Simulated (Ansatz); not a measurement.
**Molecular dynamics of WC**

Input:

```yaml
accuracy: low
crystal:
  lattice:
    - [-3.040081, -5.265574, 0.0]
    - [4.560121, -2.632787, 0.0]
    - [0.0, 0.0, 5.926989]
  atoms:
    - { symbol: W, position: [0.75, 0.5, 0.0] }
    - { symbol: C, position: [0.5, 0.6666667, 0.25] }
    - { symbol: W, position: [0.75, 0.5, 0.5] }
    - { symbol: C, position: [0.5, 0.6666667, 0.75] }
    - { symbol: W, position: [0.5, 0.0, 0.0] }
    - { symbol: C, position: [0.25, 0.1666667, 0.25] }
    - { symbol: W, position: [0.5, 0.0, 0.5] }
    - { symbol: C, position: [0.25, 0.1666667, 0.75] }
    - { symbol: W, position: [0.25, 0.5, 0.0] }
    - { symbol: C, position: [0.0, 0.6666667, 0.25] }
    - { symbol: W, position: [0.25, 0.5, 0.5] }
    - { symbol: C, position: [0.0, 0.6666667, 0.75] }
    - { symbol: W, position: [0.0, 0.0, 0.0] }
    - { symbol: C, position: [0.75, 0.1666667, 0.25] }
    - { symbol: W, position: [0.0, 0.0, 0.5] }
    - { symbol: C, position: [0.75, 0.1666667, 0.75] }
basis:
  ecutwfc: 420.0
kpoints:
  mp_grid: { grid: [2, 2, 2] }
hamiltonian:
  xc: pbe
  pseudopotentials: { kind: paw, azcp: { folder: soft_1 } }
scf:
  occupations: { method: fermi_dirac, width: 0.36 }
  lower_state_search: "off"
md:
  timestep: 0.75
  n_steps: 160
  ensemble: nvt_langevin
  temperature: 4200.0
  initial_velocities: maxwell_boltzmann
  seed: 635276
  friction: 0.02
```

Command:

```bash
$ ansatz run input.yaml --threads 1 --pin off --max-ram 3072MiB --backend cpu --events-out ev --progress --plain --runs-dir out
```

It starts from a structure without forces on its atoms.

Output, in part (step lines):

```
md step     0: t =     0.00 fs  T =  3937.5 K  F+E_penalty+E_count = -85094.94390655 eV  E_kin = 8.143380 eV  (8 SCF iters)
md step     1: t =     0.75 fs  T =  3705.6 K  F+E_penalty+E_count = -85094.92155421 eV  E_kin = 7.663812 eV  (6 SCF iters)
md step     2: t =     1.50 fs  T =  3589.1 K  F+E_penalty+E_count = -85094.85359367 eV  E_kin = 7.422732 eV  (6 SCF iters)
md step     3: t =     2.25 fs  T =  3387.3 K  F+E_penalty+E_count = -85094.74386068 eV  E_kin = 7.005546 eV  (6 SCF iters)
md step     4: t =     3.00 fs  T =  3104.4 K  F+E_penalty+E_count = -85094.59745134 eV  E_kin = 6.420397 eV  (6 SCF iters)
md step     5: t =     3.75 fs  T =  3343.4 K  F+E_penalty+E_count = -85094.41484641 eV  E_kin = 6.914727 eV  (5 SCF iters)
md step     6: t =     4.50 fs  T =  3046.4 K  F+E_penalty+E_count = -85094.19901646 eV  E_kin = 6.300394 eV  (5 SCF iters)
md step     7: t =     5.25 fs  T =  2858.6 K  F+E_penalty+E_count = -85093.96586897 eV  E_kin = 5.912039 eV  (5 SCF iters)
[... lines left out ...]
md step   159: t =   119.25 fs  T =  5642.3 K  F+E_penalty+E_count = -85083.76191188 eV  E_kin = 11.669191 eV  (5 SCF iters)
md step   160: t =   120.00 fs  T =  5549.7 K  F+E_penalty+E_count = -85083.73403625 eV  E_kin = 11.477689 eV  (7 SCF iters)
```

The steps, from the saved trajectory:

```json
{"time (fs)": "0", "T (K)": "3938", "potential energy less start (eV)": "0.000"}
{"time (fs)": "3.75", "T (K)": "3343", "potential energy less start (eV)": "0.529"}
{"time (fs)": "7.5", "T (K)": "2881", "potential energy less start (eV)": "1.834"}
{"time (fs)": "11.25", "T (K)": "2297", "potential energy less start (eV)": "3.346"}
{"time (fs)": "15", "T (K)": "2001", "potential energy less start (eV)": "4.660"}
{"time (fs)": "18.75", "T (K)": "2023", "potential energy less start (eV)": "4.994"}
{"time (fs)": "22.5", "T (K)": "2048", "potential energy less start (eV)": "4.618"}
{"time (fs)": "26.25", "T (K)": "2623", "potential energy less start (eV)": "4.030"}
{"time (fs)": "30", "T (K)": "2803", "potential energy less start (eV)": "3.386"}
{"time (fs)": "33.75", "T (K)": "3156", "potential energy less start (eV)": "3.257"}
{"time (fs)": "37.5", "T (K)": "3194", "potential energy less start (eV)": "3.848"}
{"time (fs)": "41.25", "T (K)": "2204", "potential energy less start (eV)": "4.738"}
{"time (fs)": "45", "T (K)": "2488", "potential energy less start (eV)": "5.323"}
{"time (fs)": "48.75", "T (K)": "2706", "potential energy less start (eV)": "5.692"}
{"time (fs)": "52.5", "T (K)": "3430", "potential energy less start (eV)": "5.745"}
{"time (fs)": "56.25", "T (K)": "3683", "potential energy less start (eV)": "5.859"}
{"time (fs)": "60", "T (K)": "3853", "potential energy less start (eV)": "5.936"}
{"time (fs)": "63.75", "T (K)": "3311", "potential energy less start (eV)": "5.758"}
{"time (fs)": "67.5", "T (K)": "3341", "potential energy less start (eV)": "5.642"}
{"time (fs)": "71.25", "T (K)": "3385", "potential energy less start (eV)": "5.593"}
{"time (fs)": "75", "T (K)": "3292", "potential energy less start (eV)": "5.694"}
{"time (fs)": "78.75", "T (K)": "3740", "potential energy less start (eV)": "5.847"}
{"time (fs)": "82.5", "T (K)": "3942", "potential energy less start (eV)": "6.155"}
{"time (fs)": "86.25", "T (K)": "3786", "potential energy less start (eV)": "6.833"}
{"time (fs)": "90", "T (K)": "4215", "potential energy less start (eV)": "7.834"}
{"time (fs)": "93.75", "T (K)": "4139", "potential energy less start (eV)": "8.858"}
{"time (fs)": "97.5", "T (K)": "3524", "potential energy less start (eV)": "9.135"}
{"time (fs)": "101.25", "T (K)": "3622", "potential energy less start (eV)": "9.199"}
{"time (fs)": "105", "T (K)": "3921", "potential energy less start (eV)": "9.548"}
{"time (fs)": "108.75", "T (K)": "3868", "potential energy less start (eV)": "10.087"}
{"time (fs)": "112.5", "T (K)": "4240", "potential energy less start (eV)": "10.519"}
{"time (fs)": "116.25", "T (K)": "4821", "potential energy less start (eV)": "10.975"}
{"time (fs)": "120", "T (K)": "5550", "potential energy less start (eV)": "11.210"}
```

The run went to its last step. A run of 0.12 ps of so small a system gives no equilibrium averages. Limits of this set-up: coarse k mesh, low accuracy level.

Mean squared displacements from the first frame to the last, about the centre of mass: W 0.09 Å², C 0.23 Å².

Last frame:

```xyz
16
Lattice="-3.0401 -5.2656 0.0000 4.5601 -2.6328 0.0000 0.0000 0.0000 5.9270" Properties=species:S:1:pos:R:3
W -0.140 -5.384 0.260
C 0.846 -4.287 1.751
W 0.103 -5.522 3.344
C 1.785 -4.221 4.277
W -1.519 -2.857 0.123
C -0.401 -1.897 1.728
W -1.442 -2.682 3.043
C 0.125 -1.612 4.235
W 1.031 -2.427 0.091
C 2.734 -1.349 1.721
W 1.546 -2.659 2.932
C 3.071 -1.900 4.684
W -0.247 0.358 0.252
C -2.159 -4.108 1.947
W 0.043 0.010 3.240
C -1.458 -4.566 4.828
```

The run took 19 min on 1 thread of Arm Neoverse V1, on a shared host, peak memory 0.51 GiB.
